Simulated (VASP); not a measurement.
# V (Im-3m) in VASP: notebook, part 2 of 2

VASP 6.6.1.

**4. Single point, PBE, collinear spin, typed start**

Contents of INCAR:

```
PREC = Accurate
ENCUT = 520
EDIFF = 1E-7
ISMEAR = 1
SIGMA = 0.3
LREAL = F
LASPH = T
NELM = 150
ALGO = Fast
ISIF = 2
LWAVE = F
LCHARG = F
ISPIN = 2
MAGMOM = 2
LORBIT = 11
LMAXMIX = 4
GGA = PE
NBANDS = 16
```

Contents of KPOINTS:

```
Automatic mesh
0
Gamma
  11 11 11
```

Contents of POSCAR:

```
V
1.0
   -1.5101600000      1.5101600000      1.5101600000
    1.5101600000     -1.5101600000      1.5101600000
    1.5101600000      1.5101600000     -1.5101600000
V
1
Direct
    0.0000000000      0.0000000000      0.0000000000
```

Potentials or basis: VASP PAW PBE potentials, release 64 (V_sv).

The run is started by

```sh
$ cat potpaw_PBE.64/V_sv/POTCAR > POTCAR
$ mpirun -np 1 vasp_std > vasp.out
```

OUTCAR:

```text
PREC = Accurate
   ENCUT = 520
   EDIFF = 1E-7
   ISMEAR = 1
   LREAL = F
   LASPH = T
   NELM = 150
   ISIF = 2
   ISPIN = 2
   LORBIT = 11
   GGA = PE

 ion  position               nearest neighbor table
   1  0.000  0.000  0.000-

  LATTYP: Found a body centered cubic cell.
 ALAT       =     3.0203200000

  Lattice vectors:

 A1 = (  -1.5101600000,   1.5101600000,   1.5101600000)
 A2 = (   1.5101600000,  -1.5101600000,   1.5101600000)
 A3 = (   1.5101600000,   1.5101600000,  -1.5101600000)

Analysis of symmetry for initial positions (statically):
=====================================================================
 Subroutine PRICEL returns:
 Original cell was already a primitive cell.

 Routine SETGRP: Setting up the symmetry group for a
 body centered cubic supercell.

 Subroutine GETGRP returns: Found 48 space group operations
 (whereof 48 operations were pure point group operations)
 out of a pool of 48 trial point group operations.

The static configuration has the point symmetry O_h .

Analysis of symmetry for dynamics (positions and initial velocities):
=====================================================================
 Subroutine PRICEL returns:
 Original cell was already a primitive cell.

 Routine SETGRP: Setting up the symmetry group for a
 body centered cubic supercell.

 Subroutine GETGRP returns: Found 48 space group operations
 (whereof 48 operations were pure point group operations)
 out of a pool of 48 trial point group operations.

The dynamic configuration has the point symmetry O_h .

Analysis of structural, dynamic, and magnetic symmetry:
=====================================================================
 Subroutine PRICEL returns:
 Original cell was already a primitive cell.

 Routine SETGRP: Setting up the symmetry group for a
 body centered cubic supercell.

 Subroutine GETGRP returns: Found 48 space group operations
 (whereof 48 operations were pure point group operations)
 out of a pool of 48 trial point group operations.

The overall configuration has the point symmetry O_h .

 Subroutine INISYM returns: Found 48 space group operations
 (whereof 48 operations are pure point group operations),
 and found     1 'primitive' translations

----------------------------------------------------------------------------------------

                                     Primitive cell

  volume of cell :      13.7762

  direct lattice vectors                    reciprocal lattice vectors
    -1.510160000  1.510160000  1.510160000     0.000000000  0.331090745  0.331090745
     1.510160000 -1.510160000  1.510160000     0.331090745  0.000000000  0.331090745
     1.510160000  1.510160000 -1.510160000     0.331090745  0.331090745  0.000000000

  length of vectors
     2.615673848  2.615673848  2.615673848     0.468233022  0.468233022  0.468233022

  position of ions in fractional coordinates (direct lattice)
     0.000000000  0.000000000  0.000000000

  ion indices of the primitive-cell ions
   primitive index   ion index
                 1           1

----------------------------------------------------------------------------------------

[... 56 lines left out ...]
   ions per type =               1
   NGX,Y,Z   is equivalent  to a cutoff of  12.71, 12.71, 12.71 a.u.
   NGXF,Y,Z  is equivalent  to a cutoff of  25.42, 25.42, 25.42 a.u.
 SYSTEM =  unknown system
   PREC   = accura    normal or accurate (medium, high low for compatibility)
   ISTART =      0    job   : 0-new  1-cont  2-samecut
   ICHARG =      2    charge: 1-file 2-atom 10-const
   ISPIN  =      2    spin polarized calculation?
   LNONCOLLINEAR =      F non collinear calculations
   LSORBIT =      F    spin-orbit coupling
   LASPH  =      T    aspherical Exc in radial PAW
   ENCUT  =  520.0 eV  38.22 Ry    6.18 a.u.   4.86  4.86  4.86*2*pi/ulx,y,z
   NELM   =    150;   NELMIN=  2; NELMDL= -5     # of ELM steps
   EDIFF  = 0.1E-06   stopping-criterion for ELM
   LREAL  =      F    real-space projection
   EDIFFG = 0.1E-05   stopping-criterion for IOM
   NSW    =      0    number of steps for IOM
   IBRION =     -1    ionic relax: 0-MD 1-quasi-New 2-CG
   NFREE  =      0    steps in history (QN), initial steepest desc. (CG)
   ISIF   =      2    stress and relaxation
   ISYM   =      2    0-nonsym 1-usesym 2-fastsym
   POTIM  = 0.5000    time-step for ionic-motion
   TEBEG  =    0.0;   TEEND  =   0.0 temperature during run
   PSTRESS=    0.0 pullay stress
   NELECT =      13.0000    total number of electrons
   NUPDOWN=      -1.0000    fix difference up-down
   EMIN   =  10.00;   EMAX   =-10.00  energy-range for DOS
   EFERMI =   0.00;   METHOD = LEGACY
   ISMEAR =     1;   SIGMA  =   0.30  broadening in eV -4-tet -1-fermi 0-gaus
   EFERMI_NEDOS =   21; number of points for ismear=-14 and -15
   IALGO  =     68    algorithm
   IMIX   =      4    mixing-type and parameters
     AMIX     =   0.40;   BMIX     =  1.00
     AMIX_MAG =   1.60;   BMIX_MAG =  1.00
  volume/ion in A,a.u.               =      13.78        92.97
  Fermi-wavevector in a.u.,A,eV,Ry     =   1.605756  3.034440 35.081990  2.578454
  Thomas-Fermi vector in A             =   2.702052
   LORBIT       =     11    0 simple, 1 ext, 2 COOP (PROOUT), +10 PAW based schemes
   GGA     = PE    functional components
   LHFCALC =     F    Hartree Fock is set to
   AEXX    =    0.0000 exact exchange contribution
   IVDW    =     0    specifies the selected vdW correction
   LEPSILON=     F    determine dielectric tensor
   LRPA    =     F    only Hartree local field effects (RPA)
 spin polarized calculation
 RMM-DIIS sequential band-by-band and
 Methfessel and Paxton  Order N= 1 SIGMA  =   0.30
  energy-cutoff  :      520.00
  volume of cell :       13.78
 maximum number of plane-waves:       379
   NGX =  9   NGY =  9   NGZ =  9

 number of electron      12.9999994 magnetization       0.0001685

 Free energy of the ion-electron system (eV)
  ---------------------------------------------------
  ext. energy  EPLUGINS =         0.00000000
  ---------------------------------------------------
  free energy    TOTEN  =        -8.98754472 eV

  energy without entropy =       -8.98219442  energy(sigma->0) =       -8.98576129

 E-fermi :   9.4290     XC(G=0): -12.7836

 val. band max:        9.4082478454   @ k =   0.3636   0.1818   0.0000
 cond. band min:       9.4981514143   @ k =  -0.1818   0.2727   0.0909
 fundamental gap:      0.0899035688
 Fermi energy:         9.4290308907

 spin component 1

 k-point     1 :       0.0000    0.0000    0.0000
  band No.  band energies     occupation
      1     -54.3207      1.00000
      2     -27.6564      1.00000
      3     -27.6564      1.00000
      4     -27.6564      1.00000
      5       2.8929      1.00000
      6       9.8340     -0.03343
[... 435 lines left out ...]
      5       7.4134      1.00000
      6       8.2085      1.00000
[... 8 lines left out ...]
     15      38.5468      0.00000
     16      41.1542      0.00000

 [... further k-points ...]

 spin component 2

 k-point     1 :       0.0000    0.0000    0.0000
  band No.  band energies     occupation
      1     -54.3206      1.00000
      2     -27.6563      1.00000
      3     -27.6563      1.00000
      4     -27.6563      1.00000
      5       2.8930      1.00000
      6       9.8342     -0.03342
[... 435 lines left out ...]
      5       7.4135      1.00000
      6       8.2086      1.00000
[... 8 lines left out ...]
     15      38.5469      0.00000
     16      41.1543      0.00000

 [... further k-points ...]

------------------------ aborting loop because EDIFF is reached ----------------------------------------

  FORCE on cell =-STRESS in cart. coord.  units (eV):
  Direction    XX          YY          ZZ          XY          YZ          ZX
  --------------------------------------------------------------------------------------
  -------------------------------------------------------------------------------------
  Total       -0.3300766     -0.3300766     -0.3300766     -0.0000000      0.0000000     -0.0000000
  in kB      -38.3880811    -38.3880811    -38.3880811     -0.0000000      0.0000000     -0.0000000
  external PRESSURE =     -38.3880811 kB  Pullay stress =       0.0000000 kB

 VOLUME and BASIS-vectors are now :
 -----------------------------------------------------------------------------
  energy-cutoff  :      520.00
  volume of cell :       13.78
      direct lattice vectors                 reciprocal lattice vectors
    -1.510160000  1.510160000  1.510160000     0.000000000  0.331090745  0.331090745
     1.510160000 -1.510160000  1.510160000     0.331090745  0.000000000  0.331090745
     1.510160000  1.510160000 -1.510160000     0.331090745  0.331090745  0.000000000

 POSITION                                       TOTAL-FORCE (eV/Angst)
 -----------------------------------------------------------------------------------
      0.00000      0.00000      0.00000         0.000000      0.000000      0.000000
 -----------------------------------------------------------------------------------
    total drift:                                0.000000     -0.000000      0.000000

  FREE ENERGIE OF THE ION-ELECTRON SYSTEM (eV)
  ---------------------------------------------------
  free  energy   TOTEN  =        -8.9875447233 eV

  energy  without entropy=       -8.9821944215  energy(sigma->0) =       -8.98576129

 total charge

# of ion       s       p       d       tot
------------------------------------------
    1        2.335   6.215   3.063  11.612

 magnetization (x)

# of ion       s       p       d       tot
------------------------------------------
    1        0.000   0.000   0.000   0.000
```

OSZICAR:

```text
N       E                     dE             d eps       ncg     rms          rms(c)
DAV:   1     0.937140336711E+02    0.93714E+02   -0.64502E+03  3600   0.886E+02
DAV:   2    -0.831577192184E+01   -0.10203E+03   -0.98008E+02  4088   0.271E+02
DAV:   3    -0.984316519053E+01   -0.15274E+01   -0.15254E+01  3936   0.361E+01
DAV:   4    -0.984916334912E+01   -0.59982E-02   -0.59980E-02  4328   0.239E+00
DAV:   5    -0.984921668682E+01   -0.53338E-04   -0.53338E-04  4000   0.210E-01    0.193E+01
RMM:   6    -0.895996544428E+01    0.88925E+00   -0.14805E+00  4021   0.116E+01    0.266E+00
RMM:   7    -0.898398453055E+01   -0.24019E-01   -0.78470E-02  3880   0.272E+00    0.196E+00
RMM:   8    -0.898969238929E+01   -0.57079E-02   -0.85005E-03  4082   0.997E-01    0.813E-01
RMM:   9    -0.898709031435E+01    0.26021E-02   -0.13697E-03  4189   0.424E-01    0.199E-01
RMM:  10    -0.898745983055E+01   -0.36952E-03   -0.87139E-04  4061   0.297E-01    0.669E-02
RMM:  11    -0.898751205693E+01   -0.52226E-04   -0.11890E-04  4132   0.116E-01    0.322E-02
RMM:  12    -0.898753834465E+01   -0.26288E-04   -0.40955E-05  4158   0.668E-02    0.114E-02
RMM:  13    -0.898754213536E+01   -0.37907E-05   -0.59588E-06  4206   0.276E-02    0.696E-03
RMM:  14    -0.898754309982E+01   -0.96446E-06   -0.16185E-06  3892   0.134E-02    0.497E-03
RMM:  15    -0.898754433542E+01   -0.12356E-05   -0.86644E-07  4115   0.926E-03    0.201E-03
RMM:  16    -0.898754468258E+01   -0.34716E-06   -0.10749E-07  2836   0.365E-03    0.499E-04
RMM:  17    -0.898754472332E+01   -0.40739E-07   -0.18333E-08  2422   0.155E-03
   1 F= -.89875447E+01 E0= -.89857613E+01  d E =-.535030E-02  mag=     0.0001
```

stdout:

```text
POSCAR found type information on POSCAR V
 POSCAR found :  1 types and       1 ions
 scaLAPACK will be used
 LDA part: xc-table for (Slater+PW92), standard interpolation
 POSCAR, INCAR and KPOINTS ok, starting setup
 FFT: planning ... GRIDC
 FFT: planning ... GRID_SOFT
 FFT: planning ... GRID
 WAVECAR not read
 entering main loop
```

Run time: 30 s. Hardware: 1 thread of AMD EPYC 7R43 (Zen 3), shared host; peak memory 0.1 GiB.

Results:

```yaml
Free_energy: -8.9875 eV
Pressure: -3.8 GPa
Band_gap_on_the_k_mesh: none (metal or under the smearing width)
Net_moment: 0.00 μB per cell
Valence_electrons_inside_the_program's_atomic_spheres: V 11.61
```
